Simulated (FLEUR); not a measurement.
The system is Sb.

```
CELL_PARAMETERS angstrom
3.35453 0.00000 0.00000
-1.67727 2.90511 0.00000
0.00000 0.00000 5.47016
ATOMIC_POSITIONS crystal
Sb 0.66667 0.33333 0.75000
Sb 0.33333 0.66667 0.25000
```

This isn't the form of Sb at room conditions, which is rhombohedral.

```yaml
Program: FLEUR MaX-R8.1 (later development tree)
Task: single point
Functional: PBEsol
Potentials_or_basis: all-electron
Basis: FLAPW
Kmax: 4.1 1/bohr
k_mesh: 9 × 9 × 5
Occupations: fermi-dirac, width 0.05 eV
Spin: no spin polarisation
Gmax: 12.7 1/bohr
Muffin-tin_radii: Sb 2.66 bohr
lmax: Sb 10
lnonsphr: Sb 10
Local_orbitals_a_species: Sb 6
Max_iterations: 60
Mixing_factor: 0.05
Mixer: Anderson
Mixer_history: 15
```

On this cell: largest force under 0.003 eV/Å; band gap on the k mesh none (metal or under the smearing width).

The same run follows on a disturbed copy (atoms moved at random, drawn with an rms of 0.05 Å):

```
CELL_PARAMETERS angstrom
3.35453 0.00000 0.00000
-1.67727 2.90511 0.00000
0.00000 0.00000 5.47016
ATOMIC_POSITIONS crystal
Sb 0.67819 0.33447 0.75155
Sb 0.32096 0.66257 0.25561
```

Question: What changes?

Answer: The energy (extrapolated to zero smearing) moves by -1.2 meV/atom; largest force 0.042 eV/Å; band gap on the k mesh none (metal or under the smearing width).

Forces in eV/Å, atoms in the order of the input:
```
Sb   0.026  0.006 -0.032
Sb  -0.026 -0.006  0.032
```

The energy falls, though the first cell shows no forces: that form is unstable against this distortion, unless noise or another electronic state is at work.
